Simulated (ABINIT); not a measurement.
# Cr (Im-3m) in ABINIT: a series of runs, part 2 of 2

ABINIT 10.8.3 (patched build). The steps go on from the part before.

## (3) Single point, PBE, collinear spin, ferromagnetic start

run.abi reads:

```
# Pseudopotentials
pp_dirpath "./"
pseudos "Cr.GGA_PBE-JTH.xml"

# Structure
acell 3*1.0 Angstrom
rprim
    -1.4844496776     1.4844496776     1.4844496776
     1.4844496776    -1.4844496776     1.4844496776
     1.4844496776     1.4844496776    -1.4844496776
ntypat 1
znucl 24
natom 1
typat 1
xred
     0.0000000000     0.0000000000     0.0000000000

# Plane-wave basis
ecut 23.0
pawecutdg 45.0
pawxcdev 0

# k points
kptopt 1
ngkpt 12 12 12
nshiftk 1
shiftk 0.0 0.0 0.0

# Exchange and correlation
ixc 11

# Bands and occupations
nband 12
occopt 3
tsmear 0.05 eV

# Spin
nsppol 2
spinat
     0.0000000000     0.0000000000     3.0000000000

# SCF cycle
nstep 100
tolvrs 1.0e-9

# Output
iomode 3
prtwf 0
prtden 0
prteig 0
prtebands 0
enunit 2
```

Potentials or basis: JTH PAW PBE v2.0.

Command:

```bash
$ abinit run.abi > log 2>&1
```

run.abo:

```text
.Version 10.8.3 of ABINIT
 Symmetries : space group Im -3 m (#229); Bravais cI (body-center cubic)
================================================================================
 Values of the parameters that define the memory need of the present run
     intxc =       0    ionmov =       0      iscf =      17    lmnmax =      18
     lnmax =       6     mgfft =      24  mpssoang =       3    mqgrid =    3001
     natom =       1  nloc_mem =       2    nspden =       2   nspinor =       1
    nsppol =       2      nsym =      48    n1xccc =       1    ntypat =       1
    occopt =       3   xclevel =       2
       mpw =         475          nfft =       13824          nkpt =          72
 PAW method is used; the additional fine FFT grid is defined by:
   mgfftf=        30    nfftf =     27000
================================================================================
================================================================================

--------------------------------------------------------------------------------
------------- Echo of variables that govern the present computation ------------
--------------------------------------------------------------------------------
 -outvars: echo values of preprocessed input variables --------
            acell      1.8897261259E+00  1.8897261259E+00  1.8897261259E+00 Bohr
              amu      5.19961000E+01
             ecut      2.30000000E+01 Hartree
           enunit           2
                       outvar_i_n : Printing only first  50 k-points.
              ixc          11
                       outvar_i_n : Printing only first  50 k-points.
         kptrlatt       12    0    0      0   12    0      0    0   12
          kptrlen      5.83050565E+01
            natom           1
            nband          12
            ngfft          24      24      24
          ngfftdg          30      30      30
             nkpt          72
           nspden           2
           nsppol           2
            nstep         100
             nsym          48
           ntypat           1
                       prtocc : prtvol=0, do not print more k-points.
                       1.000000  1.000000  1.000000  1.000000  1.000000  1.000000
                       1.000000  0.000000  0.000000  0.000000  0.000000  0.000000
                       1.000000  1.000000  1.000000  1.000000  1.000000  1.000000
                       1.000000  0.000000  0.000000  0.000000  0.000000  0.000000
                       1.000000  1.000000  1.000000  1.000000  1.000000  1.000000
                       1.000000  0.000000  0.000000  0.000000  0.000000  0.000000
[... 92 lines left out ...]
                       1.000000  1.000000  1.000000  1.000000  1.000000  1.000000
                       1.000000  0.000000  0.000000  0.000000  0.000000  0.000000
                       prtocc : prtvol=0, do not print more k-points.
           occopt           3
[... 189 lines left out ...]
 -62.82953  -33.74791  -33.74791  -33.74791    1.50393    8.32424    8.32424    8.32424
  10.08690   10.08690   30.58731   30.58731
 prteigrs : prtvol=0 or 1, do not print more k-points.

 Eigenvalues (   eV  ) for nkpt=  72  k points, SPIN DOWN:
 kpt#   1, nband= 12, wtk=  0.00058, kpt=  0.0000  0.0000  0.0000 (reduced coord)
 -62.82953  -33.74791  -33.74791  -33.74791    1.50393    8.32424    8.32424    8.32424
  10.08690   10.08690   30.58731   30.58731
 prteigrs : prtvol=0 or 1, do not print more k-points.

--- !EnergyTerms
iteration_state     : {dtset: 1, }
comment             : Components of total free energy in Hartree
kinetic             :  1.50991181093096E+01
hartree             :  1.74635457222372E+01
xc                  : -4.69717104506865E+00
Ewald energy        : -6.35684538755965E+01
psp_core            :  4.28304996089374E+00
local_psp           : -5.05872545270578E+01
PAW spherical_terms : -5.40632008130208E+00
internal            : -8.74134857365845E+01
'-kT*entropy'       : -1.96420050543768E-04
total_energy        : -8.74136821566351E+01
total_energy_eV     : -2.37864746834761E+03
...

--- !EnergyTermsDC
iteration_state     : {dtset: 1, }
comment             : '"Double-counting" decomposition of free energy'
band_energy         : -1.05858033418162E+01
Ewald energy        : -6.35684538755965E+01
psp_core            :  4.28304996089374E+00
xc_dc               : -1.60456418787250E+01
PAW spherical_terms : -1.49665494918819E+00
internal            : -8.74135040844321E+01
'-kT*entropy'       : -1.96420050543768E-04
total_energy_dc     : -8.74137005044826E+01
total_energy_dc_eV  : -2.37864796761798E+03
...

--- !EnergyTermsWithPAWCore
iteration_state     : {dtset: 1, }
comment             : 'Components of total free energy, including PAW core contributions'
Total energy        : -1.05087074108716E+03
Total energy DC     : -1.05087075943501E+03
Total energy (eV)   : -2.85956496303229E+04
Total energy DC (eV): -2.85956501295933E+04
...

 Cartesian components of stress tensor (hartree/bohr^3)
  sigma(1 1)=  8.48791826E-04  sigma(3 2)=  0.00000000E+00
  sigma(2 2)=  8.48791826E-04  sigma(3 1)=  0.00000000E+00
  sigma(3 3)=  8.48791826E-04  sigma(2 1)=  0.00000000E+00

-Cartesian components of stress tensor (GPa)         [Pressure= -2.4972E+01 GPa]
- sigma(1 1)=  2.49723177E+01  sigma(3 2)=  0.00000000E+00
- sigma(2 2)=  2.49723177E+01  sigma(3 1)=  0.00000000E+00
- sigma(3 3)=  2.49723177E+01  sigma(2 1)=  0.00000000E+00

== END DATASET(S) ==============================================================
================================================================================

 -outvars: echo values of variables after computation  --------
            acell      1.8897261259E+00  1.8897261259E+00  1.8897261259E+00 Bohr
           etotal     -8.7413700504E+01
            fcart     -0.0000000000E+00 -0.0000000000E+00 -0.0000000000E+00
            rprim     -1.4844496776E+00  1.4844496776E+00  1.4844496776E+00
                       1.4844496776E+00 -1.4844496776E+00  1.4844496776E+00
                       1.4844496776E+00  1.4844496776E+00 -1.4844496776E+00
           strten      8.4879182582E-04  8.4879182582E-04  8.4879182582E-04
                       0.0000000000E+00  0.0000000000E+00  0.0000000000E+00
 Calculation completed.
```

Run time: 41 s. Hardware: 1 thread of Arm Neoverse V1, shared host; peak memory 0.12 GiB.

What came out:

```
Free energy                                           : -2378.6480 eV
Pressure                                              : -25.0 GPa
Band gap on the k mesh                                : none (metal or under the smearing width)
Net moment                                            : 0.00 μB per cell
Valence electrons inside the program's atomic spheres : Cr 12.06 (radii [1.1156] Å)
```

Levels at points of the mesh, in eV from the Fermi level:
Spin up:
```
           k point  band 5  band 6  band 7  band 8  band 9  band 10
(0.00, 0.00, 0.00)   -7.56   -0.74   -0.74   -0.74    1.02     1.02
(0.50, 0.00, 0.00)   -3.88   -2.05    0.95    0.99    1.29     2.42
(0.50, 0.50, 0.50)   -3.60   -3.60    2.10    2.10    2.10     9.64
```
Spin down:
```tsv
k point	band 4	band 5	band 6	band 7	band 8	band 9	band 10	band 11
(0.00, 0.00, 0.00)	-42.81	-7.56	-0.74	-0.74	-0.74	1.02	1.02	21.52
(0.50, 0.00, 0.00)	-42.82	-3.88	-2.05	0.95	0.99	1.29	2.42	8.37
(0.50, 0.50, 0.50)	-43.25	-3.60	-3.60	2.10	2.10	2.10	9.64	9.64
```

Caveat: the starting moments collapsed, and a magnetic state may lie lower.

## (4) Single point, PBE, collinear spin, ferromagnetic start

Changes to run.abi since step 3:

```diff
@@ -39,3 +39,3 @@
 spinat
-     0.0000000000     0.0000000000     3.0000000000
+     0.0000000000     0.0000000000     5.0000000000
```

Potentials or basis: JTH PAW PBE v2.0.

Command:

```bash
$ abinit run.abi > log 2>&1
```

run.abo:

```text
.Version 10.8.3 of ABINIT
 Symmetries : space group Im -3 m (#229); Bravais cI (body-center cubic)
================================================================================
 Values of the parameters that define the memory need of the present run
     intxc =       0    ionmov =       0      iscf =      17    lmnmax =      18
     lnmax =       6     mgfft =      24  mpssoang =       3    mqgrid =    3001
     natom =       1  nloc_mem =       2    nspden =       2   nspinor =       1
    nsppol =       2      nsym =      48    n1xccc =       1    ntypat =       1
    occopt =       3   xclevel =       2
       mpw =         475          nfft =       13824          nkpt =          72
 PAW method is used; the additional fine FFT grid is defined by:
   mgfftf=        30    nfftf =     27000
================================================================================
================================================================================

--------------------------------------------------------------------------------
------------- Echo of variables that govern the present computation ------------
--------------------------------------------------------------------------------
 -outvars: echo values of preprocessed input variables --------
            acell      1.8897261259E+00  1.8897261259E+00  1.8897261259E+00 Bohr
              amu      5.19961000E+01
             ecut      2.30000000E+01 Hartree
           enunit           2
                       outvar_i_n : Printing only first  50 k-points.
              ixc          11
                       outvar_i_n : Printing only first  50 k-points.
         kptrlatt       12    0    0      0   12    0      0    0   12
          kptrlen      5.83050565E+01
            natom           1
            nband          12
            ngfft          24      24      24
          ngfftdg          30      30      30
             nkpt          72
           nspden           2
           nsppol           2
            nstep         100
             nsym          48
           ntypat           1
                       prtocc : prtvol=0, do not print more k-points.
                       1.000000  1.000000  1.000000  1.000000  1.000000  1.000000
                       1.000000  0.000000  0.000000  0.000000  0.000000  0.000000
                       1.000000  1.000000  1.000000  1.000000  1.000000  1.000000
                       1.000000  0.000000  0.000000  0.000000  0.000000  0.000000
                       1.000000  1.000000  1.000000  1.000000  1.000000  1.000000
                       1.000000  0.000000  0.000000  0.000000  0.000000  0.000000
[... 92 lines left out ...]
                       1.000000  1.000000  1.000000  1.000000  1.000000  1.000000
                       1.000000  0.000000  0.000000  0.000000  0.000000  0.000000
                       prtocc : prtvol=0, do not print more k-points.
           occopt           3
        pawecutdg      4.50000000E+01 Hartree
         pawxcdev           0
           prtden           0
        prtebands           0
           prteig           0
            prtwf           0
            rprim     -1.4844496776E+00  1.4844496776E+00  1.4844496776E+00
                       1.4844496776E+00 -1.4844496776E+00  1.4844496776E+00
                       1.4844496776E+00  1.4844496776E+00 -1.4844496776E+00
          spgroup         229
           spinat      0.0000000000E+00  0.0000000000E+00  5.0000000000E+00
           tolvrs      1.00000000E-09
           tsmear      1.83746611E-03 Hartree
            typat      1
           useylm           1
                       outvars : Printing only first  50 k-points.
            znucl       24.00000

================================================================================

 chkinp: Checking input parameters for consistency.

================================================================================
== DATASET  1 ==================================================================

--- !DatasetInfo
iteration_state: {dtset: 1, }
[... 129 lines left out ...]

 ----iterations are completed or convergence reached----

 Mean square residual over all n,k,spin=   15.849E-07; max=  19.360E-04
 reduced coordinates (array xred) for    1 atoms
       0.000000000000      0.000000000000      0.000000000000
 rms dE/dt=  0.0000E+00; max dE/dt=  0.0000E+00; dE/dt below (all hartree)
    1       0.000000000000      0.000000000000      0.000000000000

 cartesian coordinates (angstrom) at end:
    1      0.00000000000000     0.00000000000000     0.00000000000000

 cartesian forces (hartree/bohr) at end:
    1     -0.00000000000000    -0.00000000000000    -0.00000000000000
 frms,max,avg= 0.0000000E+00 0.0000000E+00   0.000E+00  0.000E+00  0.000E+00 h/b

 cartesian forces (eV/Angstrom) at end:
    1     -0.00000000000000    -0.00000000000000    -0.00000000000000
 frms,max,avg= 0.0000000E+00 0.0000000E+00   0.000E+00  0.000E+00  0.000E+00 e/A
 length scales=  1.889726125908  1.889726125908  1.889726125908 bohr
              =  1.000000000000  1.000000000000  1.000000000000 angstroms
 Fermi (or HOMO) energy (hartree) =   0.33321   Average Vxc (hartree)=  -0.46120
 Magnetization (Bohr magneton)=  1.28796222E-07
 Total spin up =  7.00000006E+00   Total spin down =  6.99999994E+00
 Eigenvalues (hartree) for nkpt=  72  k points, SPIN UP:
 kpt#   1, nband= 12, wtk=  0.00058, kpt=  0.0000  0.0000  0.0000 (reduced coord)
  -2.30894   -1.24021   -1.24021   -1.24021    0.05527    0.30591    0.30591    0.30591
   0.37069    0.37069    1.12406    1.12406
      occupation numbers for kpt#   1
   1.00000    1.00000    1.00000    1.00000    1.00000    1.00000    1.00000    1.00000
   0.00000    0.00000    0.00000    0.00000
 prteigrs : prtvol=0 or 1, do not print more k-points.

 Eigenvalues (hartree) for nkpt=  72  k points, SPIN DOWN:
 kpt#   1, nband= 12, wtk=  0.00058, kpt=  0.0000  0.0000  0.0000 (reduced coord)
  -2.30894   -1.24021   -1.24021   -1.24021    0.05527    0.30591    0.30591    0.30591
   0.37069    0.37069    1.12406    1.12406
      occupation numbers for kpt#   1
   1.00000    1.00000    1.00000    1.00000    1.00000    1.00000    1.00000    1.00000
   0.00000    0.00000    0.00000    0.00000
 prteigrs : prtvol=0 or 1, do not print more k-points.

 Fermi (or HOMO) energy (eV) =   9.06708   Average Vxc (eV)= -12.54988
 Eigenvalues (   eV  ) for nkpt=  72  k points, SPIN UP:
 kpt#   1, nband= 12, wtk=  0.00058, kpt=  0.0000  0.0000  0.0000 (reduced coord)
 -62.82951  -33.74789  -33.74789  -33.74789    1.50393    8.32425    8.32425    8.32425
  10.08692   10.08692   30.58731   30.58731
 prteigrs : prtvol=0 or 1, do not print more k-points.

 Eigenvalues (   eV  ) for nkpt=  72  k points, SPIN DOWN:
 kpt#   1, nband= 12, wtk=  0.00058, kpt=  0.0000  0.0000  0.0000 (reduced coord)
 -62.82951  -33.74789  -33.74789  -33.74789    1.50392    8.32425    8.32425    8.32425
  10.08692   10.08692   30.58730   30.58730
 prteigrs : prtvol=0 or 1, do not print more k-points.

--- !EnergyTerms
iteration_state     : {dtset: 1, }
comment             : Components of total free energy in Hartree
kinetic             :  1.50991168192279E+01
hartree             :  1.74635477085581E+01
xc                  : -4.69718323138424E+00
Ewald energy        : -6.35684538755965E+01
psp_core            :  4.28304996089374E+00
local_psp           : -5.05872577298368E+01
PAW spherical_terms : -5.40634542991273E+00
internal            : -8.74135257780505E+01
'-kT*entropy'       : -1.96423013319052E-04
total_energy        : -8.74137222010638E+01
total_energy_eV     : -2.37864855801203E+03
...

--- !EnergyTermsDC
iteration_state     : {dtset: 1, }
comment             : '"Double-counting" decomposition of free energy'
band_energy         : -1.05857948242210E+01
Ewald energy        : -6.35684538755965E+01
psp_core            :  4.28304996089374E+00
xc_dc               : -1.60456402040036E+01
PAW spherical_terms : -1.49666513853927E+00
internal            : -8.74135040814667E+01
'-kT*entropy'       : -1.96423013319052E-04
total_energy_dc     : -8.74137005044800E+01
total_energy_dc_eV  : -2.37864796761791E+03
...

--- !EnergyTermsWithPAWCore
iteration_state     : {dtset: 1, }
comment             : 'Components of total free energy, including PAW core contributions'
Total energy        : -1.05087078113159E+03
Total energy DC     : -1.05087075943500E+03
Total energy (eV)   : -2.85956507199874E+04
Total energy DC (eV): -2.85956501295932E+04
...

 Cartesian components of stress tensor (hartree/bohr^3)
  sigma(1 1)=  8.48706143E-04  sigma(3 2)=  0.00000000E+00
  sigma(2 2)=  8.48706143E-04  sigma(3 1)=  0.00000000E+00
  sigma(3 3)=  8.48706143E-04  sigma(2 1)=  0.00000000E+00

-Cartesian components of stress tensor (GPa)         [Pressure= -2.4970E+01 GPa]
- sigma(1 1)=  2.49697968E+01  sigma(3 2)=  0.00000000E+00
- sigma(2 2)=  2.49697968E+01  sigma(3 1)=  0.00000000E+00
- sigma(3 3)=  2.49697968E+01  sigma(2 1)=  0.00000000E+00

== END DATASET(S) ==============================================================
================================================================================

 -outvars: echo values of variables after computation  --------
            acell      1.8897261259E+00  1.8897261259E+00  1.8897261259E+00 Bohr
           etotal     -8.7413700504E+01
            fcart     -0.0000000000E+00 -0.0000000000E+00 -0.0000000000E+00
            rprim     -1.4844496776E+00  1.4844496776E+00  1.4844496776E+00
                       1.4844496776E+00 -1.4844496776E+00  1.4844496776E+00
                       1.4844496776E+00  1.4844496776E+00 -1.4844496776E+00
           strten      8.4870614330E-04  8.4870614330E-04  8.4870614330E-04
                       0.0000000000E+00  0.0000000000E+00  0.0000000000E+00
 Calculation completed.
```

It took 65 s on 1 thread of Arm Neoverse V1, shared host; peak memory 0.12 GiB.

Results:

```
Free energy                                           : -2378.6480 eV
Pressure                                              : -25.0 GPa
Band gap on the k mesh                                : none (metal or under the smearing width)
Net moment                                            : 0.00 μB per cell
Valence electrons inside the program's atomic spheres : Cr 12.06 (radii [1.1156] Å)
```

Caveat: the starting moments collapsed, and a magnetic state may lie lower.
